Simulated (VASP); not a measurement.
# Y (Fm-3m) in VASP: single point with LDA

Aim: the single point of Y with LDA.

All numbers are computed with VASP 6.6.1; they aren't measurements. Logs are shortened: lines on timing, memory, paths and dates and some standing lists are left out, and cuts for length are marked.

## (1) Starting point

It takes space group Fm-3m (No. 225, cubic). Conventional cell: a = 4.970 Å, b = 4.970 Å, c = 4.970 Å, α = 90.00°, β = 90.00°, γ = 90.00°. Y (site symmetry m-3m) is surrounded by 12 Y at 3.51 Å.

This isn't the form of Y at room conditions, which is hcp.

## (2) Single point, LDA

INCAR

```
SYSTEM = Y
PREC = Accurate
ENCUT = 520
EDIFF = 1E-6
ISMEAR = 0
SIGMA = 0.1
LREAL = .FALSE.
LASPH = .TRUE.
NELM = 100
ALGO = Fast
ISIF = 2
LWAVE = .FALSE.
LCHARG = .FALSE.
GGA = CA
NBANDS = 12
```

KPOINTS

```
regular mesh
0
G
  6 6 6
  0 0 0
```

POSCAR

```
Y
1.0
    0.0000000000      2.4850000000      2.4850000000
    2.4850000000      0.0000000000      2.4850000000
    2.4850000000      2.4850000000      0.0000000000
Y
1
Direct
    0.0000000000      0.0000000000      0.0000000000
```

Potentials or basis: VASP PAW LDA potentials, release 64 (Y_sv).

Run with:

```sh
> cat potpaw_LDA.64/Y_sv/POTCAR > POTCAR
> mpirun -np 1 vasp_std > vasp.out
```

OUTCAR:

```text
SYSTEM = Y
   PREC = Accurate
   ENCUT = 520
   EDIFF = 1E-6
   ISMEAR = 0
   LREAL = .FALSE.
   LASPH = .TRUE.
   NELM = 100
   ISIF = 2
   GGA = CA

 ion  position               nearest neighbor table
   1  0.000  0.000  0.000-

  LATTYP: Found a face centered cubic cell.
 ALAT       =     4.9700000000

  Lattice vectors:

 A1 = (   0.0000000000,   2.4850000000,   2.4850000000)
 A2 = (   2.4850000000,   0.0000000000,   2.4850000000)
 A3 = (   2.4850000000,   2.4850000000,   0.0000000000)

Analysis of symmetry for initial positions (statically):
=====================================================================
 Subroutine PRICEL returns:
 Original cell was already a primitive cell.

 Routine SETGRP: Setting up the symmetry group for a
 face centered cubic supercell.

 Subroutine GETGRP returns: Found 48 space group operations
 (whereof 48 operations were pure point group operations)
 out of a pool of 48 trial point group operations.

The static configuration has the point symmetry O_h .

Analysis of symmetry for dynamics (positions and initial velocities):
=====================================================================
 Subroutine PRICEL returns:
 Original cell was already a primitive cell.

 Routine SETGRP: Setting up the symmetry group for a
 face centered cubic supercell.

 Subroutine GETGRP returns: Found 48 space group operations
 (whereof 48 operations were pure point group operations)
 out of a pool of 48 trial point group operations.

The dynamic configuration has the point symmetry O_h .

 Subroutine INISYM returns: Found 48 space group operations
 (whereof 48 operations are pure point group operations),
 and found     1 'primitive' translations

----------------------------------------------------------------------------------------

                                     Primitive cell

  volume of cell :      30.6909

  direct lattice vectors                    reciprocal lattice vectors
     0.000000000  2.485000000  2.485000000    -0.201207243  0.201207243  0.201207243
     2.485000000  0.000000000  2.485000000     0.201207243 -0.201207243  0.201207243
     2.485000000  2.485000000  0.000000000     0.201207243  0.201207243 -0.201207243

  length of vectors
     3.514320702  3.514320702  3.514320702     0.348501169  0.348501169  0.348501169

  position of ions in fractional coordinates (direct lattice)
[... 74 lines left out ...]
   ISIF   =      2    stress and relaxation
   ISYM   =      2    0-nonsym 1-usesym 2-fastsym
   POTIM  = 0.5000    time-step for ionic-motion
   TEBEG  =    0.0;   TEEND  =   0.0 temperature during run
   PSTRESS=    0.0 pullay stress
   NELECT =      11.0000    total number of electrons
   NUPDOWN=      -1.0000    fix difference up-down
   EMIN   =  10.00;   EMAX   =-10.00  energy-range for DOS
   EFERMI =   0.00;   METHOD = LEGACY
   ISMEAR =     0;   SIGMA  =   0.10  broadening in eV -4-tet -1-fermi 0-gaus
   EFERMI_NEDOS =   21; number of points for ismear=-14 and -15
   IALGO  =     68    algorithm
   IMIX   =      4    mixing-type and parameters
     AMIX     =   0.40;   BMIX     =  1.00
     AMIX_MAG =   1.60;   BMIX_MAG =  1.00
  volume/ion in A,a.u.               =      30.69       207.11
  Fermi-wavevector in a.u.,A,eV,Ry     =   1.162883  2.197530 18.399114  1.352297
  Thomas-Fermi vector in A             =   2.299439
   LORBIT       =      0    0 simple, 1 ext, 2 COOP (PROOUT), +10 PAW based schemes
   GGA     = CA    functional components
   LHFCALC =     F    Hartree Fock is set to
   AEXX    =    0.0000 exact exchange contribution
   IVDW    =     0    specifies the selected vdW correction
   LEPSILON=     F    determine dielectric tensor
   LRPA    =     F    only Hartree local field effects (RPA)
 non-spin polarized calculation
 RMM-DIIS sequential band-by-band and
 Gauss-broadening in eV      SIGMA  =   0.10
  energy-cutoff  :      520.00
  volume of cell :       30.69
 maximum number of plane-waves:       869
 NGX is ok and might be reduce to    28
   NGX = 13   NGY = 13   NGZ = 13

 number of electron      10.9999999 magnetization

 Free energy of the ion-electron system (eV)
  ---------------------------------------------------
  ext. energy  EPLUGINS =         0.00000000
  ---------------------------------------------------
  free energy    TOTEN  =        -6.94342544 eV

  energy without entropy =       -6.93776741  energy(sigma->0) =       -6.94059643

 E-fermi :   3.2616     XC(G=0):  -9.9034

 val. band max:        3.1355743568   @ k =   0.5000   0.3333   0.1667
 cond. band min:       3.3388419490   @ k =   0.5000   0.1667   0.0000
 fundamental gap:      0.2032675922
 Fermi energy:         3.2615547460

 k-point     1 :       0.0000    0.0000    0.0000
  band No.  band energies     occupation
      1     -39.0823      2.00000
      2     -18.8502      2.00000
      3     -18.8502      2.00000
      4     -18.8502      2.00000
      5      -1.6135      2.00000
      6       5.0148      0.00000
      7       5.0148      0.00000
      8       5.0148      0.00000
      9       7.1537      0.00000
     10       7.1537      0.00000
     11      12.4309      0.00000
     12      15.8150      0.00000
[... 211 lines left out ...]
 k-point    16 :      -0.3333    0.5000    0.1667
  band No.  band energies     occupation
      1     -38.9672      2.00000
      2     -19.4080      2.00000
      3     -19.2045      2.00000
      4     -19.1078      2.00000
      5       2.0419      2.00000
      6       2.8148      2.00000
      7       4.3650      0.00000
      8       6.6085      0.00000
      9       9.2125      0.00000
     10      10.4534      0.00000
     11      11.2607      0.00000
     12      11.4131      0.00000

------------------------ aborting loop because EDIFF is reached ----------------------------------------

  FORCE on cell =-STRESS in cart. coord.  units (eV):
  Direction    XX          YY          ZZ          XY          YZ          ZX
  --------------------------------------------------------------------------------------
  -------------------------------------------------------------------------------------
  Total       -0.3906389     -0.3906389     -0.3906389     -0.0000000     -0.0000000      0.0000000
  in kB      -20.3928029    -20.3928029    -20.3928029     -0.0000000     -0.0000000      0.0000000
  external PRESSURE =     -20.3928029 kB  Pullay stress =       0.0000000 kB

 VOLUME and BASIS-vectors are now :
 -----------------------------------------------------------------------------
  energy-cutoff  :      520.00
  volume of cell :       30.69
      direct lattice vectors                 reciprocal lattice vectors
     0.000000000  2.485000000  2.485000000    -0.201207243  0.201207243  0.201207243
     2.485000000  0.000000000  2.485000000     0.201207243 -0.201207243  0.201207243
     2.485000000  2.485000000  0.000000000     0.201207243  0.201207243 -0.201207243

 POSITION                                       TOTAL-FORCE (eV/Angst)
 -----------------------------------------------------------------------------------
      0.00000      0.00000      0.00000         0.000000      0.000000     -0.000000
 -----------------------------------------------------------------------------------
    total drift:                               -0.000000     -0.000000     -0.000000

  FREE ENERGIE OF THE ION-ELECTRON SYSTEM (eV)
  ---------------------------------------------------
  free  energy   TOTEN  =        -6.9434254422 eV

  energy  without entropy=       -6.9377674094  energy(sigma->0) =       -6.94059643
```

stdout:

```text
POSCAR found type information on POSCAR Y
 POSCAR found :  1 types and       1 ions
 scaLAPACK will be used
 LDA part: xc-table for (Slater(with rela. corr.)+CA(PZ))
 , standard interpolation
 POSCAR, INCAR and KPOINTS ok, starting setup
 FFT: planning ... GRIDC
 FFT: planning ... GRID_SOFT
 FFT: planning ... GRID
 WAVECAR not read
 entering main loop
```

Run time: 11 s. Hardware: 1 thread of Intel Xeon 6975P-C (Granite Rapids), shared host; peak memory 0.15 GiB.

Results:

```
Free energy            : -6.9434 eV
Pressure               : -2.0 GPa
Band gap on the k mesh : none (metal or under the smearing width)
```

Levels at points of the mesh, in eV from the Fermi level:
```csv
k point,band 3,band 4,band 5,band 6,band 7,band 8
"(0.00, 0.00, 0.00)",-22.11,-22.11,-4.88,1.75,1.75,1.75
"(0.50, 0.00, 0.00)",-22.20,-22.20,-2.11,0.83,1.57,1.57
"(0.50, 0.50, 0.00)",-22.36,-22.36,-1.94,-1.05,2.37,5.48
```

Caveat: the k mesh is coarse (spacing up to 0.36 Å⁻¹), so the values aren't converged.
